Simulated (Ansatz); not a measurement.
Al2O3:

```
CELL_PARAMETERS angstrom
4.61378 0.00000 0.00000
0.00000 9.56328 0.00000
0.00000 0.00000 3.11986
ATOMIC_POSITIONS crystal
Al 0.98298 0.82457 0.00000
Al 0.01702 0.17543 0.00000
Al 0.48297 0.67543 0.50000
Al 0.51702 0.32457 0.50000
O 0.50000 0.50000 0.50000
O 0.12363 0.75305 0.50000
O 0.37637 0.25305 0.00000
O 0.62364 0.74695 0.00000
O 0.00000 0.00000 0.00000
O 0.87636 0.24695 0.50000
```

Measurements of this composition are mostly on another form, of space group No. 167.

Base run:

```yaml
Program: Ansatz 0.2.0
Functional: PBE
Potentials_or_basis: JTH PAW
Cutoff: "1380 eV (not typed: the program's choice for these potentials)"
k_mesh: 6 × 3 × 9
Occupations: fermi-dirac, width 0.05 eV
Spin: no spin polarisation
```

Its results: band gap on the k mesh 3.51 eV, direct; pressure 0.6 GPa; largest force 0.188 eV/Å.

The run is repeated on the same cell with these changes: potentials or basis from JTH PAW to Ansatz PAW earlier set; cutoff from 1380 eV (not typed: the program's choice for these potentials) to 930 eV (not typed: the program's choice for these potentials); valence electrons from 48 to 80. What comes out?

Band gap on the k mesh 3.54 eV, direct; pressure 0.0 GPa; largest force 0.189 eV/Å.

Caveats: odd divisions of the mesh miss points on the zone boundary, where band edges often lie, so the gap on the mesh can be too wide.

A k mesh can miss the band edges.
